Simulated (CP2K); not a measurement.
Crystal: GaN.

```
Ga N
1.0
     3.18000    0.00000    0.00000
    -1.59000    2.75396    0.00000
     0.00000    0.00000    5.16600
Ga N
2 2
Direct
  0.66667 0.33333 0.50000
  0.33333 0.66667 0.00000
  0.66667 0.33333 0.87500
  0.33333 0.66667 0.37500
```

Program: CP2K 2026.2. Alike in all runs: task band structure; no spin polarisation; cell as given; k mesh 10 × 10 × 5; smearing fermi-dirac 0.05 eV.

Problem. Order these runs on this cell by their pressure, lowest first.
A. level PBE; potentials or basis POTENTIAL_UZH Ga GTH-PBE-q13, N GTH-PBE-q5; TZVP-MOLOPT-PBE-GTH basis; NGRIDS 4; points a segment of the path (NPOINTS) 8; bands added on the path 2
B. level LDA; potentials or basis GTH_POTENTIALS Ga GTH-PADE-q13, N GTH-PADE-q5; TZVP-MOLOPT-PBE-GTH basis; NGRIDS 4; points a segment of the path (NPOINTS) 6; bands added on the path 2
C. level RPBE; potentials or basis POTENTIAL_UZH Ga GTH-PBE-q13, N GTH-PBE-q5; TZVP-MOLOPT-PBE-GTH basis; NGRIDS 4; points a segment of the path (NPOINTS) 6; bands added on the path 4
D. level PBEsol; potentials or basis POTENTIAL_UZH Ga GTH-PBE-q13, N GTH-PBE-q5; TZVP-MOLOPT-PBE-GTH basis; NGRIDS 5; points a segment of the path (NPOINTS) 10; bands added on the path 6

Solution. B (-2.0 GPa), D (4.1 GPa), A (9.4 GPa), C (12.2 GPa).

Caveats: the basis of atomic orbitals isn't converged, which shifts pressures, moduli and gaps; the potentials were made for another functional, which shifts forces and pressure (some runs).
